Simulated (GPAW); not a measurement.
**HfC in GPAW: the effect of strain hydrostatic**

The system is HfC.

```xyz
4
Lattice="3.2092 0.0000 0.0000 -1.6046 2.7792 0.0000 0.0000 0.0000 4.9946" Properties=species:S:1:pos:R:3 pbc="T T T"
Hf    0.0000    1.8528    1.2487
Hf    1.6046    0.9264    3.7460
C     0.0000    0.0000    2.4973
C     0.0000    0.0000    0.0000
```

The cell comes from a database or a generator and needn't be the stable form of this composition.

Alike in all runs:

- Program: GPAW 26.7.0
- Task: band structure
- Functional: PBEsol
- Potentials or basis: PAW data sets generated in the run's folder for this functional
- Cutoff: 800 eV
- Basis: pw
- k mesh: 8 × 8 × 5
- Occupations: fermi-dirac, width 0.05 eV
- Spin: no spin polarisation
- Maxiter: 150
- Band path: GMKGALHA,LM,KH
- Band points: 80

```csv
strain hydrostatic,pressure (GPa)
-0.04,29.4
-0.02,9.2
-0.01,0.9
0,-6.3
0.01,-12.6
0.02,?
0.04,-27.0
```

Task: What does the run with strain hydrostatic 0.02 give?

Result: Pressure -18.1 GPa.

Worked out: A parabola through the other rows of the pressure, of slope -512 GPa per unit of strain hydrostatic there, gives -18.5 GPa, against the run's -18.1.

Caveats: the density grid can change from cell to cell, which puts small steps into energies and stress.
